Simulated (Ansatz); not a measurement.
## Br in Ansatz: the effect of functional

Crystal: Br.

```
Br
1.0
     3.36325   -2.32255    0.00000
     3.36325    2.32255    0.00000
     0.00000    0.00000    8.70230
Br
4
Direct
  0.36510 0.63490 0.39010
  0.13490 0.86510 0.89010
  0.63490 0.36510 0.60990
  0.86510 0.13490 0.10990
```

Alike in all runs:

- Program: Ansatz 0.2.0
- Task: band structure
- Potentials or basis: Ansatz PAW
- k mesh: 4 × 4 × 2
- Occupations: fermi-dirac, width 0.05 eV
- Spin: no spin polarisation

One run gave: gap on the mesh 1.85 eV; pressure 3.7 GPa; largest force 1.26 eV/Å. Which functional did it use?
A. PBE
B. LDA
C. revPBE
D. PBEsol
E. BLYP

E.

```csv
functional,cutoff,gap on the mesh (eV),pressure (GPa),largest force (eV/Å)
LDA,420 eV (not typed: the program's choice for these potentials),1.74,-1.2,0.69
PBE,420 eV (not typed: the program's choice for these potentials),1.87,1.8,0.86
PBEsol,420 eV (not typed: the program's choice for these potentials),1.82,0.1,0.72
RPBE,420 eV (not typed: the program's choice for these potentials),1.95,3.5,0.85
revPBE,420 eV (not typed: the program's choice for these potentials),1.93,3.1,0.85
BLYP,420 eV (not typed: the program's choice for these potentials),1.85,3.7,1.26
r2SCAN,500 eV (not typed: the program's choice for these potentials),2.17,0.7,0.59
```

Caveats: the PAW data sets come from PBE, with cores solved anew for the run's functional, which leaves a small shift of forces and pressure (some runs); forces of over 1 eV/Å show positions far from the minimum, so gaps and moduli don't describe the material at rest (some runs).

